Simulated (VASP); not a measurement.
Wanted: the native input for a VASP 6.6.1 run.

```
Task                   : single point
Functional             : PW91
Dispersion             : D4
Potentials or basis    : VASP PAW PBE potentials, release 64 (Li_sv, H)
Cutoff                 : 520 eV
k mesh                 : 11 × 11 × 11
Occupations            : gaussian, width 0.01 eV
Spin                   : no spin polarisation
Further INCAR settings : ALGO = Fast; EDIFF = 1e-07
```

The structure of LiH2 lies in POSCAR:

```
LiH2
2.9636
   -0.599240788231      0.599240788231      0.530877986233
    0.599240788231     -0.599240788231      0.530877986233
    0.599240788231      0.599240788231     -0.530877986233
Li H
1 2
Direct
    0.0000000000      0.0000000000      0.0000000000
    0.2500000000      0.7500000000      0.5000000000
    0.7500000000      0.2500000000      0.5000000000
```

The cell was built by a generator and needn't be a form met in nature.

These files were run (other wordings do the same):

INCAR

```
SYSTEM = LiH2
PREC = Accurate ; ENCUT = 520
EDIFF = 1E-7 ; ISMEAR = 0
SIGMA = 0.01 ; LREAL = .FALSE.
LASPH = .TRUE. ; NELM = 100
ALGO = Fast ; ISIF = 2
LWAVE = .FALSE. ; LCHARG = .TRUE.
GGA = 91 ; IVDW = 13
VDW_S6 = 1.0 ; VDW_S8 = 0.77283111
VDW_A1 = 0.39581542 ; VDW_A2 = 4.93405761
LELF = .TRUE. ; LVHAR = .TRUE.
```

KPOINTS

```
Automatic mesh
0
G
  11 11 11
  0 0 0
```

Potentials or basis: VASP PAW PBE potentials, release 64 (Li_sv, H).

Run with:

```console
$ cat potpaw_PBE.64/Li_sv/POTCAR potpaw_PBE.64/H/POTCAR > POTCAR
$ mpirun -np 1 vasp_std > vasp.out
```

It gave:

```
Band gap on the k mesh     : none (metal or under the smearing width)
Dispersion energy per atom : -0.059 eV
```

Run time: 14 s on 1 thread of Intel(R) Xeon(R) Platinum 8559C (Emerald Rapids), on a shared host, peak memory 0.13 GiB.
